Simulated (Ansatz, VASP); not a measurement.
## Ta2C: VASP beside Ansatz

Aim: how closely do two programs agree when they are given the same cell, functional and k mesh?

Calculated with Ansatz 0.2.0; plane waves, with VASP 6.6.1 beside it; single point at PBEsol.

## Step 1: Starting point

The structure is trigonal, space group P-3m1 (No. 164). Conventional cell: a = 3.106 Å, b = 3.106 Å, c = 4.946 Å, α = 90.00°, β = 90.00°, γ = 120.00°. Nearest to Ta lie 3 C at 2.18 Å. Nearest to C lie 6 Ta at 2.18 Å. Farther neighbours are not listed.

Coordinates:

```cif
data_structure
_symmetry_space_group_name_H-M 'P-3m1'
_symmetry_Int_Tables_number 164
_cell_length_a 3.1059
_cell_length_b 3.1059
_cell_length_c 4.9464
_cell_angle_alpha 90.000
_cell_angle_beta 90.000
_cell_angle_gamma 120.000
_cell_volume 41.32
loop_
_atom_site_label
_atom_site_type_symbol
_atom_site_symmetry_multiplicity
_atom_site_Wyckoff_symbol
_atom_site_fract_x
_atom_site_fract_y
_atom_site_fract_z
_atom_site_occupancy
Ta1 Ta 2 d 0.66667 0.33333 0.74799 1
C1 C 1 a 0.00000 0.00000 0.00000 1
```

## Step 2: Ansatz: single point, PBEsol

Ansatz runs on its default PAW (the set named soft_2) files.

A single point gives forces, pressure and levels at one fixed geometry, so differences don't come from the geometry; what else differs is listed under the comparison.

The input, input.yaml:

```yaml
crystal:
  lattice:
    - [3.1059, 0.0, 0.0]
    - [-1.55295, 2.6897883016, 0.0]
    - [0.0, 0.0, 4.9464]
  atoms:
    - { symbol: Ta, position: [0.6666666667, 0.3333333333, 0.74799] }
    - { symbol: Ta, position: [0.3333333333, 0.6666666667, 0.25201] }
    - { symbol: C, position: [0.0, 0.0, 0.0] }
hamiltonian:
  xc: pbesol
  pseudopotentials: { kind: paw }
kpoints:
  mp_grid: { grid: [8, 8, 4] }
scf:
  occupations: { method: gaussian, width: 0.05 }
  n_extra_bands: 4
output:
  forces: true
  stress: true
  eigenvalues: true
```

On the command line:

```
> ansatz run input.yaml --threads 2 --pin off --max-ram 4608MiB --backend cpu --events-out ev --progress --plain --runs-dir out
```

Numbers of over 12 decimals in the logs are rounded to 6 here.

Log:

```text
scf.n_extra_bands = 4 over 15 filled bands (N_el = 30.0): the run solves 19 bands
Engine: ansatz 0.2.0, aarch64-unknown-linux-gnu
Pseudopotentials: kind: paw
Pseudopotential: Ta, paw, valence charge 13, recommended cutoff 420 eV (normal), Ta.paw.azcp
Pseudopotential: C, paw, valence charge 4, recommended cutoff 420 eV (normal), C.paw.azcp
Functional definition: PBEsol
  exchange = pbesol_x
  correlation = pbesol_c
Crystal: 3 atoms, lattice volume = 41.323 Å³
Basis set: ecut = 420 eV, 809 PW (Γ), exchange–correlation on 48×48×72 points (8 copies of the dense FFT grid, shifted against one another)
Bands: 19, of which v1, the nominal top of the filled ones, is band 15 counted from 1 (14 counted from 0)
Symmetry: 12 space group operations
Space group: P-3m1 (ITA 164), of the structure as read, at distance tolerance 3.5e-5 Å
k-points: 35 of 256
Non-local potential: Ta, projectors of the file, l = 0: 3, l = 1: 2, l = 2: 2, l = 3: 1
Non-local potential: C, projectors of the file, l = 0: 2, l = 1: 2, l = 2: 1
PAW form: soft (Blöchl's): semilocal exchange-correlation on the pseudo side does not see the compensation charge
PAW frozen core: Ta, regenerated for the run's functional, and the local potential with it (the file was generated under x = pbe(κ = 0.804, μ = 0.219515), c = pbe(β = 0.066725))
PAW frozen core: C, regenerated for the run's functional, and the local potential with it (the file was generated under x = pbe(κ = 0.804, μ = 0.219515), c = pbe(β = 0.066725))
PAW one-centre angular grid: Ta, 590 points (default); XC on 64 Gauss nodes
PAW one-centre angular grid: C, 110 points (default); XC on 64 Gauss nodes
Initial density: superposition of atomic densities (neutral atoms: chi_scale 0, normalization atom), corrected by the library's trained network
Initial wavefunctions: pseudopotential atomic-orbital guess
Functional: x = pbesol(κ = 0.804, μ = 0.123457), c = pbesol(β = 0.046)
SCF iter   1: F=—  HF=-19861.662241 eV  |F-HF|=—  |Δ(HF+E_count)|=         —  Δρ=5.50e-3  dr2=9.02e-3  ethr=1.77e-3  ⟨swp⟩=5.7  Hψ=3053  notcnv=0
preconditioner: auto → Kerker (q_TF=auto, 2.586 Å⁻¹)  [metal: Δε(μ)=0.027 eV  Ē_g=7.151 eV  σ=0.050 eV  W_gap=0.30  n_scr=10 (ndim 8)  ℏωp=21.6 eV  f_vac=0.000  D(μ)=1.79/eV (n_scr^D=22)]
SCF iter   2: F=—  HF=-19861.660461 eV  |F-HF|=—  |Δ(HF+E_count)|=   1.78e-3  Δρ=3.32e-3  dr2=3.47e-3  ethr=3.01e-5  ⟨swp⟩=1.1  Hψ=960  notcnv=0
SCF iter   3: F=—  HF=-19861.659641 eV  |F-HF|=—  |Δ(HF+E_count)|=   8.20e-4  Δρ=3.92e-4  dr2=5.72e-5  ethr=1.16e-5  ⟨swp⟩=2.1  Hψ=793  notcnv=0
SCF iter   4: F=—  HF=-19861.659626 eV  |F-HF|=—  |Δ(HF+E_count)|=   1.50e-5  Δρ=1.01e-4  dr2=4.88e-6  ethr=1.91e-7  ⟨swp⟩=2.1  Hψ=937  notcnv=0
SCF iter   5: F=—  HF=-19861.659624 eV  |F-HF|=—  |Δ(HF+E_count)|=   1.14e-6  Δρ=3.11e-5  dr2=4.00e-7  ethr=1.63e-8  ⟨swp⟩=2.0  Hψ=906  notcnv=0
SCF iter   6: F=-19861.659624 eV  HF=-19861.659624 eV  |F-HF|=2.42e-8  |Δ(HF+E_count)|=   8.29e-8  Δρ=9.98e-6  dr2=4.24e-8  ethr=3.33e-10  ⟨swp⟩=5.5  Hψ=2518  notcnv=0
SCF 1 converged in 6 iterations: F = -19861.659624 eV  dr2 = 4.24e-8
  greatest PAW one-centre occupation: 1.000 electrons in one spin orbital (limit 2), on the Ta atom at site 1 (counted from 0), in its partial waves of l = 0
SCF converged after 6 iterations
Free energy (F): -19861.659624 eV
Harris-Foulkes:  -19861.659624 eV  (|F-HF|=2.42e-8)
Internal energy: -19861.657583 eV  (E = F + TS)
E sigma→0 (E₀):  -19861.658604 eV
Entropy (-TS):   -0.002041 eV (-0.680 meV/atom)
Fermi energy:    18.420167 eV
--- Per-component energies (eV) ---
  E_band       = -195.038987
  E_kinetic    = 821.259774
  E_local      = -1193.889770  (includes V_loc(G=0)·N_el)
  E_nonlocal   = 60.228427
  E_hartree    = 411.579396
  E_xc         = -482.967541
  E_vxc        = -468.590773  (∫ρ·V_xc dr)
  E_paw        = -16640.234988  (= ΣΔE_a)
  E_vpaw       = -237.200549  (= ΣTr[D̂ρ^β])
  E_aug_tail   = 0.000264  (compensation charges beyond the density's cutoff)
  E_ewald      = -2838.081539
  E_core_change = 0.448393  (= ΣΔE_core)
  E_smearing   = -0.002041  (= −TS)
  E_closure    = 0.000000  (closes the sum)
  Σ components = -19861.659624   (vs F -19861.659624, Δ=0.00e0)
--- Forces (eV/Å), atoms counted from 1 ---
  atom   1  Ta     0.00000000    -0.00000000    -0.02580076
  atom   2  Ta     0.00000000     0.00000000     0.02580076
  atom   3  C     -0.00000000     0.00000000     0.00000000
  max |Σ_I F_I| component: 3.70e-17 eV/Å
--- Stress (GPa, compression-positive) ---
       -2.857678       0.000000       0.000000
        0.000000      -2.857678      -0.000000
        0.000000      -0.000000      -3.432400
  P = ⅓ Tr σ = -3.0493 GPa (-30.493 kbar)
--- Band table (eV; the first three rows and the last of 35) ---
  k-point 0: bands = [... 11 lower, 14.7436, 15.3199, 18.3165, 18.8434, 18.8434, 19.4667, 19.4667, 20.7195]
  k-point 1: bands = [... 11 lower, 14.6165, 15.7029, 17.7232, 18.3900, 18.3900, 20.1267, 20.1267, 21.4351]
  k-point 2: bands = [... 11 lower, 14.5048, 16.5546, 16.7559, 18.0622, 18.0622, 21.2682, 21.2682, 21.8051]
  k-point 34: bands = [... 11 lower, 14.1407, 16.8785, 16.9964, 17.3779, 19.0808, 20.7925, 21.4114, 22.9088]
```

Elapsed: 1.6 s, on 2 threads of Arm Neoverse N1, shared host; peak memory 0.3 GiB.

Reading the cycles: dr2 is the Hartree energy of the density residual (eV), the measure of convergence; HF is the Harris–Foulkes estimate of the energy, which meets the free energy F at convergence.

The run ends at a pressure of -3.05 GPa, with forces up to 0.026 eV/Å.

## Step 3: VASP: single point, PBEsol

The same cell, functional, mesh and smearing now go to VASP, with its own data sets and cutoff.

Lines of VASP's logs that name or quote its potential files are left out, and so is its time.

The input, INCAR:

```
SYSTEM = Ta2C
PREC = Accurate
ENCUT = 520
EDIFF = 1E-05
NELM = 100
ISMEAR = 0
SIGMA = 0.05
LREAL = .FALSE.
ALGO = Normal
GGA = PS
NBANDS = 19
LASPH = .TRUE.
LORBIT = 11
LWAVE = .FALSE.
LCHARG = .FALSE.
KPAR = 4
```

The input, POSCAR:

```
Ta2C
1.0
    3.1059000000      0.0000000000      0.0000000000
   -1.5529500000      2.6897883016      0.0000000000
    0.0000000000      0.0000000000      4.9464000000
Ta C
2 1
Direct
    0.6666666667      0.3333333333      0.7479900000
    0.3333333333      0.6666666667      0.2520100000
    0.0000000000      0.0000000000      0.0000000000
```

The input, KPOINTS:

```
Automatic mesh
0
Gamma
8 8 4
0 0 0
```

The projector-augmented-wave data sets are Ta_pv and C (PBE family, release 64).

On the command line:

```
> mpirun -np 4 vasp_std
```

Log:

```text
[banner, memory and clock lines left out]
running    4 mpi-ranks, on    1 nodes
 distrk:  each k-point on    1 cores,    4 groups
 distr:  one band on    1 cores,    1 groups

 POSCAR found type information on POSCAR TaC
 POSCAR found :  2 types and       3 ions
|                                                                             |
|               ----> ADVICE to this user running VASP <----                  |
|                                                                             |
|     You enforced a specific xc type in the INCAR file but a different       |
|     [... a line on the potential file left out ...]
|     I HOPE YOU KNOW WHAT YOU ARE DOING!                                     |
|                                                                             |

 LDA part: xc-table for (Slater+PW92), standard interpolation
 POSCAR, INCAR and KPOINTS ok, starting setup
 FFT: planning ... GRIDC
 FFT: planning ... GRID_SOFT
 FFT: planning ... GRID
 WAVECAR not read
 entering main loop
       N       E                     dE             d eps       ncg     rms          rms(c)
DAV:   1     0.195400536736E+03    0.19540E+03   -0.14932E+04  1330   0.143E+03
DAV:   2    -0.328805859141E+02   -0.22828E+03   -0.22411E+03  1525   0.391E+02
DAV:   3    -0.405765493064E+02   -0.76960E+01   -0.75958E+01  1759   0.639E+01
DAV:   4    -0.406496488841E+02   -0.73100E-01   -0.72909E-01  1625   0.612E+00
DAV:   5    -0.406503117783E+02   -0.66289E-03   -0.66269E-03  1718   0.575E-01    0.281E+01
DAV:   6    -0.369520188649E+02    0.36983E+01   -0.19886E+01  1616   0.250E+01    0.121E+01
DAV:   7    -0.367376844737E+02    0.21433E+00   -0.13643E+00  1460   0.737E+00    0.561E+00
DAV:   8    -0.366943317007E+02    0.43353E-01   -0.17164E-01  1565   0.288E+00    0.538E-01
DAV:   9    -0.366902079838E+02    0.41237E-02   -0.22878E-02  1563   0.896E-01    0.176E-01
DAV:  10    -0.366898859965E+02    0.32199E-03   -0.35322E-03  1741   0.466E-01    0.583E-02
DAV:  11    -0.366898255437E+02    0.60453E-04   -0.41208E-04  1530   0.123E-01    0.270E-02
DAV:  12    -0.366898259205E+02   -0.37673E-06   -0.19787E-05  1377   0.341E-02
   1 F= -.36689826E+02 E0= -.36688834E+02  d E =-.198458E-02
```

Parts of OUTCAR (step 3):

```text
ion  position               nearest neighbor table
   1  0.667  0.333  0.748-   3 2.18   3 2.18   3 2.18   2 3.04   2 3.04   2 3.04   2 3.07   2 3.07
                             2 3.07
   2  0.333  0.667  0.252-   3 2.18   3 2.18   3 2.18   1 3.04   1 3.04   1 3.04   1 3.07   1 3.07
                             1 3.07
   3  0.000  0.000  0.000-   1 2.18   2 2.18   2 2.18   1 2.18   1 2.18   2 2.18

  LATTYP: Found a hexagonal cell.
 ALAT       =     3.1059000000
 C/A-ratio  =     1.5925818603

 Subroutine GETGRP returns: Found 12 space group operations
 (whereof 12 operations were pure point group operations)

The static configuration has the point symmetry D_3d.

 Found     35 irreducible k-points:

   k-points           NKPTS =     35   k-points in BZ     NKDIM =     35   number of bands    NBANDS=     19

   dimension x,y,z NGX =    24 NGY =   24 NGZ =   40
   dimension x,y,z NGXF=    48 NGYF=   48 NGZF=   80

   ENCUT  =  520.0 eV  38.22 Ry    6.18 a.u.   5.77  5.77  9.20*2*pi/ulx,y,z

   NELECT =      26.0000    total number of electrons

 k-points in reciprocal lattice and weights: Automatic mesh
   0.00000000  0.00000000  0.00000000       0.004
   0.12500000  0.00000000  0.00000000       0.023
   0.25000000  0.00000000  0.00000000       0.023
   0.37500000  0.00000000  0.00000000       0.023
   0.50000000  0.00000000  0.00000000       0.012
   0.12500000  0.12500000  0.00000000       0.023
   0.25000000  0.12500000  0.00000000       0.047
   0.37500000  0.12500000  0.00000000       0.047
   0.25000000  0.25000000  0.00000000       0.023
[...]
0.25000000  0.25000000  0.50000000       0.023
   0.37500000  0.25000000  0.50000000       0.023

 average (electrostatic) potential at core
       1 -35.9391       2 -35.9391       3 -48.4422

 E-fermi :   6.4721

 k-point     1 :       0.0000    0.0000    0.0000
  band No.  band energies     occupation
    ...
      8      -0.4536      2.00000
      9       2.7961      2.00000
     10       2.7961      2.00000
     11       3.3833      2.00000
     12       6.3672      1.99699
     13       6.8929      0.00000
     14       6.8929      0.00000
     15       7.5148      0.00000
     16       7.5148      0.00000
     17       8.7751      0.00000
    ...

 k-point     2 :       0.1250    0.0000    0.0000
  band No.  band energies     occupation
    ...
      9       1.6865      2.00000
     10       2.8353      2.00000
     11       3.9154      2.00000
     12       5.7973      2.00000
     13       6.4880      0.65268
     14       7.1247      0.00000
     15       7.1582      0.00000
     16       7.3341      0.00000
     17       9.2846      0.00000
     18       9.5649      0.00000
    ...

 k-point     3 :       0.2500    0.0000    0.0000
  band No.  band energies     occupation
    ...
      9       1.1058      2.00000
     10       2.7547      2.00000
     11       3.7465      2.00000
     12       4.6642      2.00000
     13       5.7767      2.00000
     14       7.4436      0.00000
     15       8.1035      0.00000
     16       8.5509      0.00000
     17      10.0619      0.00000
     18      10.6028      0.00000
    ...

  Total       -0.6144157     -0.6144157     -0.7762609      0.0000000      0.0000000      0.0000000
  in kB      -23.8219915    -23.8219915    -30.0970188      0.0000000      0.0000000      0.0000000
  external PRESSURE =     -25.9136673 kB  Pullay stress =       0.0000000 kB

  energy-cutoff  :      520.00
  volume of cell :       41.32
      direct lattice vectors                 reciprocal lattice vectors
     3.105900000  0.000000000  0.000000000     0.321967868  0.185888235  0.000000000
    -1.552950000  2.689788302  0.000000000     0.000000000  0.371776470  0.000000000
     0.000000000  0.000000000  4.946400000     0.000000000  0.000000000  0.202167233

 POSITION                                       TOTAL-FORCE (eV/Angst)
 -----------------------------------------------------------------------------------
      1.55295      0.89660      3.69986         0.000000     -0.000000     -0.068484
     -0.00000      1.79319      1.24654        -0.000000      0.000000      0.068484
      0.00000      0.00000      0.00000        -0.000000      0.000000      0.000000
 -----------------------------------------------------------------------------------
    total drift:                               -0.000000      0.000000     -0.000000

  FREE ENERGIE OF THE ION-ELECTRON SYSTEM (eV)
  ---------------------------------------------------
  free  energy   TOTEN  =       -36.6898259205 eV

  energy  without entropy=      -36.6878413372  energy(sigma->0) =      -36.68883363

 total charge
# of ion       s       p       d       tot
------------------------------------------
    1        0.330   6.251   2.334   8.915
    2        0.330   6.251   2.334   8.915
    3        0.875   1.579   0.000   2.454
--------------------------------------------------
tot          1.535  14.081   4.667  20.283

[... 3 further parts left out ...]
```

The run ends at a pressure of -2.59 GPa, with forces up to 0.068 eV/Å.

## Step 4: Side by side

Known differences besides the potentials themselves: the data sets hold 30 valence electrons in Ansatz (default PAW (the set named soft_2) files) and 26 in VASP; the cutoff is 420 eV in Ansatz and 520 eV in VASP; Ansatz makes its cores anew for this functional, VASP keeps those of its PBE data sets. Total energies have different zeros and are not compared.

Both answers:

```
                                        quantity  Ansatz   VASP  difference
                                  pressure (GPa)   -3.05  -2.59       -0.46
pressure without Ansatz's Pulay correction (GPa)   -3.23  -2.59       -0.64
```

Forces (eV/Å; atoms numbered as in POSCAR):

```
atom        Ansatz x, y, z          VASP x, y, z
 Ta1  0.000, 0.000, -0.026  0.000, 0.000, -0.068
 Ta2   0.000, 0.000, 0.026   0.000, 0.000, 0.068
  C3   0.000, 0.000, 0.000   0.000, 0.000, 0.000
```

The forces differ by 20 meV/Å r.m.s., which is 62.3 % of the r.m.s. force of 0.03 eV/Å (both taken over all components). Ansatz's pressure holds a Pulay correction of 0.18 GPa; VASP's holds none.

## Step 5: Further runs

Further runs change the set-up of one program: Ansatz's method, potentials or start, or VASP's data sets, cutoff or form of LDA. The table gives Ansatz less VASP for each quantity, since a change that brings one quantity closer may part another.

```
                                        run  r.m.s. force difference (meV/Å)  pressure (GPa)  pressure without Ansatz's Pulay correction (GPa)
                                   as above                               20           -0.46                                             -0.64
                       cores kept as stored                               20           -0.45                                             -0.64
    Ansatz's larger PAW set (cutoff 800 eV)                               20           -0.44                                                  
norm-conserving potentials (cutoff 1116 eV)                               17           -0.39
```

## Step 6: Results

```json
{"r.m.s. force difference (single point, PBEsol)": "20 meV/Å"}
```

The r.m.s. force difference is 20 meV/Å (single point, PBEsol), beyond the 12 meV/Å picked in this series as the mark of a large difference. For single point, PBEsol, no further run moves any of the tabulated differences by more than a quarter of its size. 1 further run of this series is not shown here. How closely two codes agree says nothing of how well the functional describes the real material.

[Lines on the potential files, build, host, timing and source positions are cut from VASP's logs without a mark.]

[Logs are printed without paths, hosts, clocks, repeated set-up lines and the standing remarks that a program may print on its own settings, such as how far it seeks lower states.]

[Hosts, paths, dates, database ids (printed as entryN), source tags and the programs' standing remarks are cut or masked in the printed files.]
